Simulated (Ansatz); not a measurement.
## A series in volume scale on C

Free energy against uniform scaling of the volume at fixed shape and fractions; periodic cell, basis, potentials, k mesh and filling as listed. The results are calculated, by Ansatz 0.2.0.

The cell before it is scaled or strained (space group R-3m, No. 166):
```
cell vectors (Å)
   1.2332     0.7120     8.2826
  -1.2332     0.7120     8.2826
   0.0000    -1.4240     8.2826
atoms (fractions of the cell vectors)
C   0.91283  0.91283  0.91283
C   0.24615  0.24615  0.24615
C   0.75385  0.75385  0.75385
C   0.08717  0.08717  0.08717
```

Settings of every row: functional PBEsol; dispersion none; potentials PAW; wave cutoff 510 eV; density cutoff 2040 eV; k mesh 11x11x11; k shift 0x0x0; occupations fermi dirac; smearing width 0.1 eV; spin none; SCF threshold exponent -9.

Limits: a layered crystal: even scaling strains the bonds within the layers, so this curve is stiffer than the crystal under pressure; the cell comes from a prototype or a list of computed structures and needn't be the stable phase.

```
row  volume scale  V (Å³/atom)  energy above lowest point (meV/atom)
  1          0.88          9.6                                 114.3
  2          0.92       10.036                                  43.3
  3          0.96       10.472                                     ?
  4             1       10.909                                     0
  5          1.04       11.345                                  16.9
  6          1.08       11.781                                  53.9
  7          1.12       12.218                                 107.6
```

Question: what energy above lowest point should row 3 give?

Worked fit of energy above lowest point. Take u = (V_r/V)^(2/3) − 1 with V_r = 11.127 Å³ an atom, which is twice the finite (Eulerian) strain; such expansions in the strain, on which the Birch-Murnaghan equation of state is built, carry the rest volume and the bulk modulus. The shown rows have u = 0.10341, 0.07122, 0.01328, -0.01285, -0.03736, -0.06045. Least squares give energy above lowest point = 5.73 − 654.38 × u + 16844.2 × u² − 3509 × u³ meV/atom; a parabola predicts inner rows, each left out in turn, worse (root mean square 0.61 against 0.039 meV/atom). All shown rows lie on it to the printed digit. Its lowest point lies at u = 0.0195, or V = 10.81 Å³ an atom, and the curvature there gives the bulk modulus at fixed shape and fractions, B = (4/9)(1 + u)² E″(u)/V = 228 GPa. Letting shape and atoms relax would as a rule lower it, by much in layered, chain or molecular crystals. The withheld row has u = 0.04128, so the fit gives 5.73 − 654.38 × (0.04128) + 16844.2 × (0.04128)² − 3509 × (0.04128)³ = 7.2 meV/atom.

The calculation gave 7.2 meV/atom. The fit meets it to the printed digit.
